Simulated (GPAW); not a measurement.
# B (P4/mmm) in GPAW: notebook

Aim: see how the results for B move with the level of theory and the settings. Levels: SCAN, TPSS. Tasks: single point.

Everything below comes from runs of GPAW 26.7.0. Logs are shortened: lines on timing, memory, paths and dates and some standing lists are left out, and cuts for length are marked. The log counts tension as positive stress, the text compression.

## Step 1: The crystal as given

Symmetry: P4/mmm, No. 123, tetragonal system. Conventional cell: a = 2.346 Å, b = 2.346 Å, c = 1.586 Å, α = 90.00°, β = 90.00°, γ = 90.00°. Around B (site symmetry 4/mmm) lie 2 B at 1.59 Å.

The cell was built by a generator and needn't be a form met in nature.

## Step 2: Single point, SCAN

run.py

```python
from ase import Atoms
from ase.dft.bandgap import bandgap
from ase.io import write
from ase.units import GPa
from gpaw import GPAW, PW

atoms = Atoms(['B'],
              cell=[[2.34611, 0.0, 0.0],
                    [0.0, 2.34611, 0.0],
                    [0.0, 0.0, 1.58579]],
              scaled_positions=[[0.5, 0.5, 0.5]],
              pbc=True)

calc = GPAW(mode=PW(800),
            xc='MGGA_X_SCAN+MGGA_C_SCAN',
            kpts={'size': (11, 11, 16), 'gamma': True},
            occupations={'name': 'fermi-dirac', 'width': 0.05},
            nbands=7,
            convergence={'density': 1e-05, 'energy': 1e-05},
            maxiter=150,
            txt='gpaw.txt')
atoms.calc = calc
energy = atoms.get_potential_energy()
forces = atoms.get_forces()
stress = atoms.get_stress()
calc.write('gs.gpw')
write('result.traj', atoms)
print(f'Energy: {energy:.6f} eV')
print('Forces (eV/A):')
print(forces.round(4))
print('Stress (GPa):', (stress / GPa).round(3))
print('Fermi level:', round(calc.get_fermi_level(), 4), 'eV')
print(f'Gap: {bandgap(calc)[0]:.4f} eV, direct: {bandgap(calc, direct=True)[0]:.4f} eV')
```

Potentials or basis: GPAW PAW data sets (gpaw-data 1.2.1), pw.

On the command line:

```sh
$ OMP_NUM_THREADS=1 python run.py
```

gpaw.txt:

```text
__  _  _
 | _ |_)|_||  |
 |__||  | ||/\| - 26.7.0

Input parameters:
  mode=PW(ecut=800.0),
  convergence={'density': 1e-05, 'energy': 1e-05},
  kpts=MonkhorstPack(size=(11, 11, 16), gamma=True),
  maxiter=150,
  nbands=7,
  occupations=Occupations(name='fermi-dirac', width=0.05),
  xc=XC(name='MGGA_X_SCAN+MGGA_C_SCAN')

Diagonalizing LCAO Hamiltonian
Converting LCAO to pw mode
  .-----.
 *|  B  |
 |.-----.
 *-----*

Atoms  # Å, Bohr magnetons
|   | symbol |        x |        y |        z |    initial magnetic moments |
|---|--------|----------|----------|----------|-----------------------------|
| 0 |      B | 1.173055 | 1.173055 | 0.792895 | ( 0.0000,  0.0000,  0.0000) |

Unit cell  # Å
| periodic |        x |        y |        z |  lengths |    angles |
|----------|----------|----------|----------|----------|-----------|
|      yes | 2.346110 | 0.000000 | 0.000000 | 2.346110 | 90.000000 |
|      yes | 0.000000 | 2.346110 | 0.000000 | 2.346110 | 90.000000 |
|      yes | 0.000000 | 0.000000 | 1.585790 | 1.585790 | 90.000000 |

Number of symmetries: 16
Symmetry operations  # r_c * U_cc + t_c -> r_c
|    | kind |            matrix            |
|----|------|------------------------------|
|  0 |  E   |  1, 0, 0,  0, 1, 0,  0, 0, 1 |
|  1 |  σ   |  1, 0, 0,  0, 1, 0,  0, 0,-1 |
|  2 |  σ   |  1, 0, 0,  0,-1, 0,  0, 0, 1 |
|  3 |  C2  |  1, 0, 0,  0,-1, 0,  0, 0,-1 |
|  4 |  σ   |  0, 1, 0,  1, 0, 0,  0, 0, 1 |
|  5 |  C2  |  0, 1, 0,  1, 0, 0,  0, 0,-1 |
|  6 |  C4  |  0, 1, 0, -1, 0, 0,  0, 0, 1 |
|  7 |  S4  |  0, 1, 0, -1, 0, 0,  0, 0,-1 |
|  8 |  C4  |  0,-1, 0,  1, 0, 0,  0, 0, 1 |
|  9 |  S4  |  0,-1, 0,  1, 0, 0,  0, 0,-1 |
| 10 |  σ   |  0,-1, 0, -1, 0, 0,  0, 0, 1 |
| 11 |  C2  |  0,-1, 0, -1, 0, 0,  0, 0,-1 |
| 12 |  σ   | -1, 0, 0,  0, 1, 0,  0, 0, 1 |
| 13 |  C2  | -1, 0, 0,  0, 1, 0,  0, 0,-1 |
| 14 |  C2  | -1, 0, 0,  0,-1, 0,  0, 0, 1 |
| 15 |  i   | -1, 0, 0,  0,-1, 0,  0, 0,-1 |

BZ-sampling:
  Number of BZ points: 1936
  Number of IBZ points: 189

  Monkhorst-Pack size: [11, 11, 16]
  Monkhorst-Pack shift: [0.0, 0.0, 0.03125]

K-points  # in reciprocal-cell coordinates
|     |                                coordinates |     weight |
|-----|--------------------------------------------|------------|
|   0 | (  0.00000000,   0.00000000,   0.00000000) | 0.00051653 |
|   1 | (  0.00000000,   0.00000000,   0.06250000) | 0.00103306 |
|   2 | (  0.00000000,   0.00000000,   0.12500000) | 0.00103306 |
|   3 | (  0.00000000,   0.00000000,   0.18750000) | 0.00103306 |
|   4 | (  0.00000000,   0.00000000,   0.25000000) | 0.00103306 |
|   5 | (  0.00000000,   0.00000000,   0.31250000) | 0.00103306 |
|   6 | (  0.00000000,   0.00000000,   0.37500000) | 0.00103306 |
|   7 | (  0.00000000,   0.00000000,   0.43750000) | 0.00103306 |
|   8 | (  0.00000000,   0.00000000,   0.50000000) | 0.00051653 |
|   9 | (  0.09090909,   0.00000000,   0.00000000) | 0.00206612 |
| ... |                                            |            |
| 188 | (  0.45454545,   0.45454545,   0.50000000) | 0.00206612 |

Plane wave coefficients: 471
Cutoff: 800.0 eV

Spin-components: 1 (collinear spins)
Bands:           7
Projectors:      5
Spin-degeneracy: 2
Datatype:        complex128

Parallelization:
  kpt:    1
  domain: 1
  band:   1

Density:
  Valence electrons: 3.0
  Components: 1
  Grid points: [16 16 12]
  Charge: 0.0  # |e|

Potential:
  Grid points: [16 16 12]

species:
  B:
    name:    Boron
    Z:       5.0
    valence: 3
    core:    2
    charge:  0.0  # [|e|]
    compensation charges:
      type: gauss
      rc: 0.20  # [Å]
      lmax: 2
    cutoffs:
      filter: 1.14  # [Å]
      core: 1.38  # [Å]
    projectors
    | kind |    occ | energy [eV] | rcut [Å] |
    |------|--------|-------------|----------|
    |   2s |  2.000 |      -9.443 |    0.635 |
    |   2p |  1.000 |      -3.606 |    0.635 |
    |    s |        |      17.768 |    0.635 |
    |    p |        |      23.605 |    0.635 |
    |    d |        |       0.000 |    0.635 |

    Using partial waves for B as LCAO basis

Reference energy: -669.489567  # eV

eigensolver:
  PPCG
  Converge bands: occupied
  niter=2

density mixing:
  MSR1-Mixer
  Pratt-step length: 0.05
  Maximum mixing coefficient: 0.75
  Old densities: 10
  SVD Regularization: 0.005
  Good broyden scale: 1.0
  Trust region scale: 1.0
  Backstep threshold: 4.0
  History deletion threshold: 6.0
  Fourier metric: weight=20.0, sigma=0.015

occupation numbers:
  Fermi-Dirac:
    width: 0.0500  # eV

poisson solver:
  ecut: 6400.0  # eV

xc functional:
  name: MGGA_X_SCAN+MGGA_C_SCAN with 2 nearest neighbor stencil

convergence criteria:
[... 6 lines left out ...]
|iter     | |      energy | eigst |  dens |
|---------|-|-------------|-------|-------|
|iter:   1| |   -7.100551 | +0.18 |       |
|iter:   2| |   -6.429151 | -1.23 | -0.70 |
|iter:   3| |   -6.425196 | -1.69 | -0.73 |
|iter:   4| |   -6.423490 | -2.49 | -1.30 |
|iter:   5| |   -6.426826 | -3.38 | -1.87 |
|iter:   6| |   -6.426643 | -4.41 | -2.36 |
|iter:   7| |   -6.426640 | -5.61 | -3.26 |
|iter:   8| |   -6.426639c| -6.66 | -3.64 |
|iter:   9| |   -6.426639c| -7.83c| -4.43 |
|iter:  10| |   -6.426639c| -8.69c| -4.85 |
|iter:  11| |   -6.426639c| -8.15c| -5.48c|

Converged in 11 steps
Energy contributions relative to reference atoms: (reference = -669.489567)

Energy contributions:
  Kinetic:           4.067619
  Coulomb:          -3.344899
  Zero:              0.000487
  External:          0.000000
  Xc:               -7.148920
  Entropy:          -0.001851
  Spinorbit:         0.000000
  ----------------------------
  Free energy:      -6.427564
  Extrapolated:     -6.426639

dipole moment: (-0.000000, -0.000000, -0.000000)  # |e|*Ang

Fermi level: 7.124
Eigenvalues  # (at kpt = [0.000, 0.000, 0.000])
| band index |      eig [eV] | occ [0-2] |
|------------|---------------|-----------|
|          0 |        -7.739 |     2.000 |
|          1 |        11.911 |     0.000 |
|          2 |        11.911 |     0.000 |
|          3 |        21.823 |     0.000 |
|          4 |        23.198 |     0.000 |
|          5 |        34.939 |     0.000 |
|          6 |        44.428 |     0.000 |

No gap
No difference between direct/indirect transitions

Forces  # eV/Ang
|        x |        y |       z |
|----------|----------|---------|
| -0.00000 | -0.00000 | 0.00000 |  # B    0

Stress tensor  # eV/Ang^3
|        x |        y |        z |
|----------|----------|----------|
| 0.002519 | 0.000000 | 0.000000 |
| 0.000000 | 0.002519 | 0.000000 |
| 0.000000 | 0.000000 | 0.050938 |

# Writing to gs.gpw (mode='')
```

It took 26 s on 1 thread of Arm Neoverse V2, shared host; peak memory 0.16 GiB.

Results:

* Free energy: -6.4276 eV
* Pressure: -3.0 GPa
* Band gap on the k mesh: none (metal or under the smearing width)

Stress tensor (GPa, compression positive):
```
-0.40  0.00  0.00
 0.00 -0.40  0.00
 0.00  0.00 -8.16
```

Caveat: the PAW data sets were made with another functional, which shifts forces and pressure a little.

## Step 3: Single point, TPSS

run.py, as its differences from that of step 2:

```diff
@@ -14,3 +14,3 @@
 calc = GPAW(mode=PW(800),
-            xc='MGGA_X_SCAN+MGGA_C_SCAN',
+            xc='MGGA_X_TPSS+MGGA_C_TPSS',
             kpts={'size': (11, 11, 16), 'gamma': True},
@@ -19,2 +19,3 @@
             convergence={'density': 1e-05, 'energy': 1e-05},
+            eigensolver='davidson',
             maxiter=150,
```

Potentials or basis: GPAW PAW data sets (gpaw-data 1.2.1), pw.

On the command line:

```sh
$ OMP_NUM_THREADS=1 python run.py
```

gpaw.txt:

```text
__  _  _
 | _ |_)|_||  |
 |__||  | ||/\| - 26.7.0

Input parameters:
  mode=PW(ecut=800.0),
  convergence={'density': 1e-05, 'energy': 1e-05},
  eigensolver=Davidson(niter=2),
  kpts=MonkhorstPack(size=(11, 11, 16), gamma=True),
  maxiter=150,
  nbands=7,
  occupations=Occupations(name='fermi-dirac', width=0.05),
  xc=XC(name='MGGA_X_TPSS+MGGA_C_TPSS')

Diagonalizing LCAO Hamiltonian
Converting LCAO to pw mode
  .-----.
 *|  B  |
 |.-----.
 *-----*

Atoms  # Å, Bohr magnetons
|   | symbol |        x |        y |        z |    initial magnetic moments |
|---|--------|----------|----------|----------|-----------------------------|
| 0 |      B | 1.173055 | 1.173055 | 0.792895 | ( 0.0000,  0.0000,  0.0000) |

Unit cell  # Å
| periodic |        x |        y |        z |  lengths |    angles |
|----------|----------|----------|----------|----------|-----------|
|      yes | 2.346110 | 0.000000 | 0.000000 | 2.346110 | 90.000000 |
|      yes | 0.000000 | 2.346110 | 0.000000 | 2.346110 | 90.000000 |
|      yes | 0.000000 | 0.000000 | 1.585790 | 1.585790 | 90.000000 |

Number of symmetries: 16
[... 147 lines left out ...]
|iter:  76| |   -6.873474 | -6.33 | -3.13 |
|iter:  77| |   -6.873475c| -8.64c| -4.82 |
|iter:  78| |   -6.873475c| -9.60c| -5.05c|

Converged in 78 steps
Energy contributions relative to reference atoms: (reference = -669.489567)

Energy contributions:
  Kinetic:           4.634178
  Coulomb:          -3.887939
  Zero:              0.001663
  External:          0.000000
  Xc:               -7.620370
  Entropy:          -0.002012
  Spinorbit:         0.000000
  ----------------------------
  Free energy:      -6.874481
  Extrapolated:     -6.873475

dipole moment: (-0.000000, -0.000000, -0.000000)  # |e|*Ang

Fermi level: 7.161
Eigenvalues  # (at kpt = [0.000, 0.000, 0.000])
| band index |      eig [eV] | occ [0-2] |
|------------|---------------|-----------|
|          0 |        -7.176 |     2.000 |
|          1 |        11.690 |     0.000 |
|          2 |        11.690 |     0.000 |
|          3 |        21.793 |     0.000 |
|          4 |        22.341 |     0.000 |
|          5 |        34.344 |     0.000 |
|          6 |        43.403 |     0.000 |

No gap
No difference between direct/indirect transitions

Forces  # eV/Ang
|       x |       y |       z |
|---------|---------|---------|
| 0.00000 | 0.00000 | 0.00000 |  # B    0

Stress tensor  # eV/Ang^3
|         x |         y |        z |
|-----------|-----------|----------|
| -0.007090 |  0.000000 | 0.000000 |
|  0.000000 | -0.007090 | 0.000000 |
|  0.000000 |  0.000000 | 0.020458 |

# Writing to gs.gpw (mode='')
```

Run time: 2.3 min. Hardware: 1 thread of Arm Neoverse V2, shared host; peak memory 0.16 GiB.

Results:

```
Free energy            : -6.8745 eV
Pressure               : -0.3 GPa
Band gap on the k mesh : none (metal or under the smearing width)
```

Levels at points of the mesh, in eV from the Fermi level:
```csv
k point,band 1,band 2,band 3,band 4
"(0.00, 0.00, 0.00)",-14.34,4.53,4.53,14.63
"(0.00, 0.00, 0.50)",-6.24,1.42,13.97,13.97
```

Caveat: the PAW data sets were made with another functional, which shifts forces and pressure a little.
